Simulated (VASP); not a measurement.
```
ZnTe
1.0
    0.00000     3.00222     3.00222
    3.00222     0.00000     3.00222
    3.00222     3.00222     0.00000
Zn Te
1 1
Direct
  0.00000   0.00000   0.00000
  0.25000   0.25000   0.25000
```

All values below come from PBEsol GGA, VASP's PBE PAW potentials (set 64) (plane waves; VASP). Settings: 400 eV cut-off, 7×7×7 Γ-centred mesh, Gaussian smearing of 0.050 eV, potentials Zn Te.

Energy and stress use the plane-wave basis of the starting cell.

Problem. The ions, cell shape and volume are relaxed. Which structure does the run end with?

Solution. 
```
ZnTe
1.0
    0.00000     3.03188     3.03188
    3.03188     0.00000     3.03188
    3.03188     3.03188     0.00000
Zn Te
1 1
Direct
  0.00000   0.00000   0.00000
  0.25000   0.25000   0.25000
```
Space group F-43m (216), at a tolerance of 0.03 Å.

Problem. How do energy and volume change from the first to the last step?

Solution. The energy (σ→0) changes by -4.0 meV/atom and the volume by +3.0 %, in 3 ionic steps.

The structure was generated: ZnTe was put into the zinc blende type (F-43m), which need not be its known phase. This run relaxes it. Symmetry was kept, so distortions that lower it aren't found.
